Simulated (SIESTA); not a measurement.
The system is ZrN.

```xyz
2
Lattice="0.0000 2.3000 2.3000 2.3000 0.0000 2.3000 2.3000 2.3000 0.0000" Properties=species:S:1:pos:R:3 pbc="T T T"
Zr    2.3000    2.3000    2.3000
N     0.0000    0.0000    0.0000
```

Base run:

```yaml
Program: SIESTA 5.4.2
Functional: PW91
Potentials_or_basis: PseudoDojo 0.4 standard (PBE files)
Basis: DZP (energy shift 0.003 Ry; two zetas on semicore shells)
Grid_cutoff: 800 Ry
Energy_shift: 0.003 Ry
k_mesh: 10 × 10 × 10
Occupations: fermi-dirac, width 0.05 eV
Spin: no spin polarisation
```

Its results: band gap on the k mesh none (metal or under the smearing width); pressure 2.8 GPa.

Problem. After a change of settings the same cell gave: band gap on the k mesh none (metal or under the smearing width); pressure 1.6 GPa. Which change was it?
A. functional from PW91 to BLYP
B. functional from PW91 to LDA; potentials or basis from PseudoDojo 0.4 standard (PBE files) to PseudoDojo 0.4 standard (LDA files)
C. functional from PW91 to PBE; basis from DZP (energy shift 0.003 Ry; two zetas on semicore shells) to TZP (energy shift 0.003 Ry; two zetas on semicore shells)
D. functional from PW91 to PBEsol; potentials or basis from PseudoDojo 0.4 standard (PBE files) to PseudoDojo 0.4 standard (PBEsol files)

Solution. C.

Caveats: the basis of atomic orbitals isn't converged, which shifts pressures, moduli and gaps; the potentials were made for another functional, which shifts forces and pressure (some runs).
